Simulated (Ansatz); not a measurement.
# A Si vacancy next to a Si vacancy in diamond Si, 62 atoms, charge +2

All numbers come from Ansatz (PAW, plane waves, no spin–orbit coupling) at the single k point (¼, ¼, ¼) without its symmetry partners. The atoms were relaxed with PBEsol in a fixed cell; other functionals are single points on those atoms unless said otherwise. The valence top and gap of the host come from its small cell on a dense mesh, with the band extrema sought between the mesh points, lined up by the mean potential, PBEsol gap 0.46 eV, r²SCAN gap 0.76 eV. The charge correction uses an assumed dielectric constant of 11.7.

Cell: a = 10.866 Å, b = 10.866 Å, c = 10.866 Å, α = 90.00°, β = 90.00°, γ = 90.00°.

Nearest atoms after relaxation, from the placed atom (for vacancies from the middle of the vacant sites): Si at 2.91 Å, Si at 2.91 Å, Si at 2.91 Å, Si at 2.93 Å, Si at 2.93 Å, Si at 2.94 Å.

Chemical potentials μ are those of reference phases of the elements at zero temperature by the same functional (the usual solids, diamond for C, grey Sn, and the molecules H2, N2, O2, F2, Cl2, Br2 and S8).

```csv
functional,E(defect) − E(host) − Σ nμ + q·E_VBM (eV),monopole (eV),alignment (eV),formation energy at E_F = VBM (eV),moment (μB),"wall time, shared host"
PBEsol,5.22,0.64,-0.71,5.15,0 (no spin),8.9 s on NVIDIA H100 (relaxation)
```

(1) Estimate the formation energy and moment that r²SCAN gives on these atoms.

(2) How does the monopole term follow by hand for this cubic cell?

r²SCAN one-electron levels near the gap (the ten most localised at most), from the host's valence top, not corrected for the charge's images:

```csv
level (eV),spin,filling,atoms sharing it,element of the atom with most weight
0.56,both,0.00,14.2,Si
0.57,both,0.00,14.4,Si
0.70,both,0.00,17.9,Si
0.70,both,0.00,18.1,Si
```

One k point and a cell of this size can leave errors of several tenths of an eV in such numbers.

## Answers

(1) 5.44 eV at E_F = VBM (5.51 eV before the monopole term 0.64 eV and the alignment -0.71 eV), moment 0 (no spin).

(2) q²·α·e²/(4πε₀)/(2εL) with the Madelung constant α = 2.837 and e²/4πε₀ = 14.40 eV·Å: 4 × 2.837 × 14.40 / (2 × 11.7 × 10.866) = 0.64 eV.

Removing two neighbouring Si atoms leaves six dangling bonds, and their energetic cost dominates the formation energy of 5.15 eV in PBEsol and 5.44 eV in r²SCAN; the difference probably reflects both the bond energies and the position of the valence top, which enters twice at this charge. In the textbook picture, the dangling bonds combine into two bonding singlets and two degenerate pairs, and the neutral divacancy holds two electrons in the lower pair. Charge +2 empties that pair and so removes the usual electronic drive for a Jahn–Teller distortion. The narrow spread of the listed distances, 2.91 to 2.94 Å, is compatible with this. The four empty levels probably correspond to the two pairs, but they lie high in the gap, close enough to the conduction edge that mixing with host states may account for much of their spread over many atoms. With no other charge state or isolated vacancy for comparison, neither a donor transition nor the binding of the two vacancies can be deduced.
